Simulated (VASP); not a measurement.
# Tc: drag along a line

Tc, slab, 13 atoms in the cell. PBE, constrained relaxations along a path; PAW potentials Tc_pv (PBE set).

Path: drag along a line, Tc hops from a hollow site to the next hollow site of Tc(100).

## Input

INCAR:
```
ALGO = Normal
EDIFF = 1E-6
EDIFFG = -0.03
ENCUT = 300
IBRION = 2
ISIF = 2
ISMEAR = 1
KPAR = 2
LASPH = T
LCHARG = F
LREAL = F
LWAVE = F
NELM = 100
NSW = 60
POTIM = 0.5
PREC = Normal
SIGMA = 0.1
```

KPOINTS:
```
k-points
0
Gamma
  3 3 1
```

POSCAR.step1:
```
Tc
1.0
    5.5154328933      0.0000000000      0.0000000000
    0.0000000000      5.5154328933      0.0000000000
    0.0000000000      0.0000000000     19.0700000000
Tc
13
Selective dynamics
Direct
    0.0000000000      0.0000000000      0.3146303094  F F F
    0.5000000000      0.0000000000      0.3146303094  F F F
    0.0000000000      0.5000000000      0.3146303094  F F F
    0.5000000000      0.5000000000      0.3146303094  F F F
    0.2500000000      0.2500000000      0.4168851599  T T T
    0.7500000000      0.2500000000      0.4168851599  T T T
    0.2500000000      0.7500000000      0.4168851599  T T T
    0.7500000000      0.7500000000      0.4168851599  T T T
    0.0000000000      0.0000000000      0.5191400105  T T T
    0.5000000000      0.0000000000      0.5191400105  T T T
    0.0000000000      0.5000000000      0.5191400105  T T T
    0.5000000000      0.5000000000      0.5191400105  T T T
    0.2500000000      0.2500000000      0.6303639565  F T T
```

POSCAR.step2:
```
Tc
1.0
    5.5154328933      0.0000000000      0.0000000000
    0.0000000000      5.5154328933      0.0000000000
    0.0000000000      0.0000000000     19.0700000000
Tc
13
Selective dynamics
Direct
    0.0000000000      0.0000000000      0.3146303094  F F F
    0.5000000000      0.0000000000      0.3146303094  F F F
    0.0000000000      0.5000000000      0.3146303094  F F F
    0.5000000000      0.5000000000      0.3146303094  F F F
    0.2500000000      0.2500000000      0.4168851599  T T T
    0.7500000000      0.2500000000      0.4168851599  T T T
    0.2500000000      0.7500000000      0.4168851599  T T T
    0.7500000000      0.7500000000      0.4168851599  T T T
    0.0000000000      0.0000000000      0.5191400105  T T T
    0.5000000000      0.0000000000      0.5191400105  T T T
    0.0000000000      0.5000000000      0.5191400105  T T T
    0.5000000000      0.5000000000      0.5191400105  T T T
    0.1500000000      0.2500000000      0.6303639565  F T T
```

POSCAR.step3:
```
Tc
1.0
    5.5154328933      0.0000000000      0.0000000000
    0.0000000000      5.5154328933      0.0000000000
    0.0000000000      0.0000000000     19.0700000000
Tc
13
Selective dynamics
Direct
    0.0000000000      0.0000000000      0.3146303094  F F F
    0.5000000000      0.0000000000      0.3146303094  F F F
    0.0000000000      0.5000000000      0.3146303094  F F F
    0.5000000000      0.5000000000      0.3146303094  F F F
    0.2500000000      0.2500000000      0.4168851599  T T T
    0.7500000000      0.2500000000      0.4168851599  T T T
    0.2500000000      0.7500000000      0.4168851599  T T T
    0.7500000000      0.7500000000      0.4168851599  T T T
    0.0000000000      0.0000000000      0.5191400105  T T T
    0.5000000000      0.0000000000      0.5191400105  T T T
    0.0000000000      0.5000000000      0.5191400105  T T T
    0.5000000000      0.5000000000      0.5191400105  T T T
    0.0750000000      0.2500000000      0.6303639565  F T T
```

POSCAR.step4:
```
Tc
1.0
    5.5154328933      0.0000000000      0.0000000000
    0.0000000000      5.5154328933      0.0000000000
    0.0000000000      0.0000000000     19.0700000000
Tc
13
Selective dynamics
Direct
    0.0000000000      0.0000000000      0.3146303094  F F F
    0.5000000000      0.0000000000      0.3146303094  F F F
    0.0000000000      0.5000000000      0.3146303094  F F F
    0.5000000000      0.5000000000      0.3146303094  F F F
    0.2500000000      0.2500000000      0.4168851599  T T T
    0.7500000000      0.2500000000      0.4168851599  T T T
    0.2500000000      0.7500000000      0.4168851599  T T T
    0.7500000000      0.7500000000      0.4168851599  T T T
    0.0000000000      0.0000000000      0.5191400105  T T T
    0.5000000000      0.0000000000      0.5191400105  T T T
    0.0000000000      0.5000000000      0.5191400105  T T T
    0.5000000000      0.5000000000      0.5191400105  T T T
    0.0000000000      0.2500000000      0.6303639565  F T T
```

POSCAR.step5:
```
Tc
1.0
    5.5154328933      0.0000000000      0.0000000000
    0.0000000000      5.5154328933      0.0000000000
    0.0000000000      0.0000000000     19.0700000000
Tc
13
Selective dynamics
Direct
    0.0000000000      0.0000000000      0.3146303094  F F F
    0.5000000000      0.0000000000      0.3146303094  F F F
    0.0000000000      0.5000000000      0.3146303094  F F F
    0.5000000000      0.5000000000      0.3146303094  F F F
    0.2500000000      0.2500000000      0.4168851599  T T T
    0.7500000000      0.2500000000      0.4168851599  T T T
    0.2500000000      0.7500000000      0.4168851599  T T T
    0.7500000000      0.7500000000      0.4168851599  T T T
    0.0000000000      0.0000000000      0.5191400105  T T T
    0.5000000000      0.0000000000      0.5191400105  T T T
    0.0000000000      0.5000000000      0.5191400105  T T T
    0.5000000000      0.5000000000      0.5191400105  T T T
   -0.0750000000      0.2500000000      0.6303639565  F T T
```

POSCAR.step6:
```
Tc
1.0
    5.5154328933      0.0000000000      0.0000000000
    0.0000000000      5.5154328933      0.0000000000
    0.0000000000      0.0000000000     19.0700000000
Tc
13
Selective dynamics
Direct
    0.0000000000      0.0000000000      0.3146303094  F F F
    0.5000000000      0.0000000000      0.3146303094  F F F
    0.0000000000      0.5000000000      0.3146303094  F F F
    0.5000000000      0.5000000000      0.3146303094  F F F
    0.2500000000      0.2500000000      0.4168851599  T T T
    0.7500000000      0.2500000000      0.4168851599  T T T
    0.2500000000      0.7500000000      0.4168851599  T T T
    0.7500000000      0.7500000000      0.4168851599  T T T
    0.0000000000      0.0000000000      0.5191400105  T T T
    0.5000000000      0.0000000000      0.5191400105  T T T
    0.0000000000      0.5000000000      0.5191400105  T T T
    0.5000000000      0.5000000000      0.5191400105  T T T
   -0.1500000000      0.2500000000      0.6303639565  F T T
```

POSCAR.step7:
```
Tc
1.0
    5.5154328933      0.0000000000      0.0000000000
    0.0000000000      5.5154328933      0.0000000000
    0.0000000000      0.0000000000     19.0700000000
Tc
13
Selective dynamics
Direct
    0.0000000000      0.0000000000      0.3146303094  F F F
    0.5000000000      0.0000000000      0.3146303094  F F F
    0.0000000000      0.5000000000      0.3146303094  F F F
    0.5000000000      0.5000000000      0.3146303094  F F F
    0.2500000000      0.2500000000      0.4168851599  T T T
    0.7500000000      0.2500000000      0.4168851599  T T T
    0.2500000000      0.7500000000      0.4168851599  T T T
    0.7500000000      0.7500000000      0.4168851599  T T T
    0.0000000000      0.0000000000      0.5191400105  T T T
    0.5000000000      0.0000000000      0.5191400105  T T T
    0.0000000000      0.5000000000      0.5191400105  T T T
    0.5000000000      0.5000000000      0.5191400105  T T T
   -0.2500000000      0.2500000000      0.6303639565  F T T
```

Commands (each step's output is kept before the next begins):
```
cat potpaw_PBE.64/Tc_pv/POTCAR > POTCAR
cp POSCAR.step1 POSCAR
mpirun -np 8 vasp_std > vasp.out
cp POSCAR.step2 POSCAR
mpirun -np 8 vasp_std > vasp.out
cp POSCAR.step3 POSCAR
mpirun -np 8 vasp_std > vasp.out
cp POSCAR.step4 POSCAR
mpirun -np 8 vasp_std > vasp.out
cp POSCAR.step5 POSCAR
mpirun -np 8 vasp_std > vasp.out
cp POSCAR.step6 POSCAR
mpirun -np 8 vasp_std > vasp.out
cp POSCAR.step7 POSCAR
mpirun -np 8 vasp_std > vasp.out
```

## Result

- Barrier (eV): 0.771
- Ionic steps, all stages: 170
- Electronic steps, all stages: 2439

Energy along the pull:

| Share of the way | Energy above the start (eV) |
|---|---|
| 0 | 0.000 |
| 0.2 | 0.203 |
| 0.35 | 0.542 |
| 0.5 | 0.771 |
| 0.65 | 0.542 |
| 0.8 | 0.203 |
| 1 | 0.000 |

The slab is face-centred cubic Tc(100), which isn't the element's stable structure, in-plane cell 5.52 × 5.52 Å, with 3 × 3 k points.

Limits: the adatom repeats in each 2 x 2 surface cell, and the slab has three layers.

VASP 6.6.1 took 4065 s on 8 cores (Intel Xeon Platinum 8259CL @ 2.50GHz (Skylake/Cascade Lake)), a shared host.
